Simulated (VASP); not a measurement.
LiH:

```xyz
2
Lattice="0.0000 1.9860 1.9860 1.9860 0.0000 1.9860 1.9860 1.9860 0.0000" Properties=species:S:1:pos:R:3 pbc="T T T"
Li    0.0000    0.0000    0.0000
H     1.9860    1.9860    1.9860
```

Base run:

```yaml
Program: VASP 6.6.1
Functional: r2SCAN
Potentials_or_basis: VASP PAW PBE potentials, release 64 (Li_sv, H)
Cutoff: 520 eV
k_mesh: 12 × 12 × 12
Occupations: gaussian, width 0.03 eV
Spin: no spin polarisation
```

Its results: band gap on the k mesh 3.57 eV, direct.

**Question.** The run is repeated on the same cell with these changes: functional from r2SCAN to TB-mBJ. What comes out?

**Answer.** Band gap on the k mesh 5.08 eV, direct.
